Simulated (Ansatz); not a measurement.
CuI (Marshite) in Ansatz: the effect of Hubbard term

The system is CuI (Marshite).

```
I Cu
1.0
     0.00000    3.03150    3.03150
     3.03150    0.00000    3.03150
     3.03150    3.03150    0.00000
I Cu
1 1
Direct
  0.00000 0.00000 0.00000
  0.75000 0.75000 0.75000
```

Alike in all runs:

| Item | Value |
| --- | --- |
| Program | Ansatz 0.2.0 |
| Task | density of states |
| Functional | PBEsol |
| Potentials or basis | all-electron LAPW, scalar-relativistic |
| Cutoff | 283 eV (chosen from the basis error) |
| Basis error allowed | 0.001 eV/atom |
| k mesh | 8 × 8 × 8 |
| Occupations | fermi-dirac, width 0.05 eV |
| Spin | no spin polarisation |

```csv
Hubbard term,gap on the mesh (eV),pressure (GPa)
none,1.01,-2.6
Cu d U = 2 eV,1.40,-2.2
Cu d U = 4 eV,1.72,-1.9
Cu d U = 6 eV,?,?
Cu d U = 8 eV,2.14,-1.2
```

What does the run with Hubbard term Cu d U = 6 eV give?

gap on the mesh 1.96 eV; pressure -1.5 GPa.

Worked out: A parabola through the other rows of the gap on the mesh, of slope 0.105 eV per eV there, gives 1.97 eV, against the run's 1.96. A straight line through the other rows of the pressure, of slope 0.173 GPa per eV, gives -1.5 GPa, against the run's -1.5.

Caveats: spin-orbit coupling is left out, which moves the levels of the heavy elements; U is the effective U less J, on atomic orbitals that reach past the spheres (some runs).

